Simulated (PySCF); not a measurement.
# Static response to an electric field

Compound: C₆H₆O.
Atom-mapped SMILES: `[OH:1][c:2]1[cH:3][cH:4][cH:5][cH:6][cH:7]1` (hydrogens: H8 on O1; H9 on C3; H10 on C4; H11 on C5; H12 on C6; H13 on C7)

Structure used (PBE0-D3(BJ)/def2-SVP), in Å, numbered top down from 1:
```
atom  x, y, z in Å
O1     2.371   -0.288    0.044
C2     1.024   -0.199    0.031
C3     0.292   -1.391   -0.009
C4    -1.098   -1.350   -0.023
C5    -1.776   -0.130    0.002
C6    -1.044    1.054    0.042
C7     0.349    1.026    0.056
H8     2.746    0.599    0.071
H9     0.836   -2.338   -0.028
H10   -1.659   -2.287   -0.055
H11   -2.868   -0.105   -0.009
H12   -1.559    2.018    0.062
H13    0.920    1.959    0.087
```

Level: wB97X-D/def2-SVPD (PySCF), static field, nuclei fixed, core orbitals frozen in the response. The polarisability tensor in these axes (au):

```
x   90.70  1.07  0.54
y    1.07 82.36  1.01
z    0.54  1.01 45.12
```

Problem. Give the principal values, the mean and the anisotropy Δα = √{½[(α1 − α2)² + (α2 − α3)² + (α1 − α3)²]}.

Solution. Principal values 45.09, 82.25 and 90.84 au; mean 72.73 au = 10.78 Å³ = 11.99 × 10⁻⁴⁰ C²·m²/J; Δα = 42.12 au (58 % of the mean).

Problem. What is the dipole moment, and where does it point?

Solution. (0.04, 1.31, 0.03) D, 1.31 D in size, pointing from the negative to the positive side. Measured along this direction, the outermost atoms are H10 and H9 at the negative end and H13 and H12 at the positive end.

Problem. What would n − 1 = 2πNα be for an ideal gas of these molecules at 500 K and 1 atm, electronic part alone?

Solution. N = p/kT = 1.4678 × 10¹⁹ cm⁻³, so n − 1 = 2π × N × 10.78 × 10⁻²⁴ cm³ = 994 × 10⁻⁶ at long wavelengths.

Problem. Traceless (Buckingham) quadrupole moment about the centre of nuclear charge: eigenvalues?

Solution. -8.49, -2.39, 10.88 D·Å. The values depend on the origin, since the dipole doesn't vanish. The electronic extent ⟨r²⟩ about the same centre is 665 bohr², a root-mean-square distance of 1.93 Å for the 50 electrons.

Problem. In a dilute gas of rigid molecules at 273 K, how does the orientational term μ²/3kT compare with the electronic polarisability?

Solution. In Gaussian units μ²/3kT = 15.20 Å³ against 10.78 Å³, a ratio of 1.41; the Debye molar polarisation (4π/3)N_A(α + μ²/3kT) is 65.5 cm³/mol, leaving out the vibrational part.

Problem. Form Σ f/ω² (atomic units) for the 10 lowest TDDFT singlets, given as eV and f, and set it beside the mean polarisability, which is this sum over all singlets: 5.20, 0.0326; 6.02, 0.0360; 6.44, 0.0000; 7.01, 0.6347; 7.04, 0.4531; 7.13, 0.0039; 7.50, 0.0009; 7.70, 0.0034; 7.90, 0.0128; 7.94, 0.0045.

Solution. They add up to 18.26 au, 25.1 % of the 72.73 au; the largest single term is 9.55 au, from the state at 7.01 eV. Terms in order: 0.89, 0.73, 0.00, 9.55, 6.76, 0.06, 0.01, 0.04, 0.15, 0.05 au. Higher excitations give the rest. The strengths listed sum to 1.182.

The structure is a single PBE0-D3(BJ)/def2-SVP conformer in the gas phase; no vibrational or solvent corrections.

These values come from a run that also computed excited states and ΔSCF ions. On one thread of an Arm Neoverse V2, no GPU (shared host), this took 60 s of wall time.
